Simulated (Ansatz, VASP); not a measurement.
# Se: VASP beside Ansatz

INCAR

```
ALGO = Normal
EDIFF = 1E-8
ENCUT = 520
GGA = PS
ISIF = 2
ISMEAR = -1
LASPH = True
LCHARG = False
LEFG = True
LREAL = False
LWAVE = False
NBANDS = 16
NELM = 60
PREC = Accurate
SIGMA = 0.02
```

Contents of KPOINTS:

```
k-points
0
Gamma
  8 8 6
```

The input POSCAR:

```
Se
1.0
    4.3259394702      0.0000000000      0.0000000000
   -2.1629697351      3.7463734764      0.0000000000
    0.0000000000      0.0000000000      4.9162312139
Se
3
Direct
    0.2170000000      0.0000000000      0.1666666667
    0.0000000000      0.2170000000      0.8333333333
    0.7830000000      0.7830000000      0.5000000000
```

Input for Ansatz:

```yaml
crystal:
  lattice:
    - [4.3259394702, 0.0, 0.0]
    - [-2.1629697351, 3.7463734764, 0.0]
    - [0.0, 0.0, 4.9162312139]
  atoms:
    - { symbol: Se, position: [0.217, 0.0, 0.1666666667] }
    - { symbol: Se, position: [0.0, 0.217, 0.8333333333] }
    - { symbol: Se, position: [0.783, 0.783, 0.5] }
kpoints:
  mp_grid: { grid: [8, 8, 6] }
scf:
  occupations: { method: fermi_dirac, width: 0.02 }
hamiltonian:
  xc: pbesol
  pseudopotentials: { kind: paw }
output:
  forces: true
  stress: true
  eigenvalues: true
  efg: { contact_densities: true }
```

Change from the starting cell: volume scaled by 0.98, PAW files.

Alike in both runs: task electric field gradients; functional PBEsol; k mesh 8 × 8 × 6; occupations fermi-dirac, width 0.02 eV; no spin polarisation.

|  | VASP | Ansatz |
| --- | --- | --- |
| version | VASP 6.6.1 | Ansatz 0.2.0 |
| potentials or method | VASP PAW PBE potentials, release 64 (Se) | PAW with Ansatz's default frozen-core files, scalar-relativistic |
| plane-wave cutoff (eV) | 520 | 420 |
| valence electrons in the cell | 18 | 48 |

```tsv
	VASP	Ansatz	Ansatz less VASP
gap on the k mesh at the Fermi level (eV)	1.07	1.09	+0.016
pressure (GPa)	4.5	4.3	-0.27
largest component of the traceless stress (GPa)	2.28	2.16	-0.122
rms of the force components (eV/Å)	0.767	0.729	-0.0378
Vzz of the field gradient on the site that differs most (V/Å²)	-474.4	-493.9	-19.55
```

Atom by atom the forces differ by 0.038 eV/Å (rms over components). The two sets of potentials don't hold the same shells in valence.

Caveats: the PAW data sets were made with another functional, which shifts forces and pressure a little (VASP). A k mesh can miss the band edges.
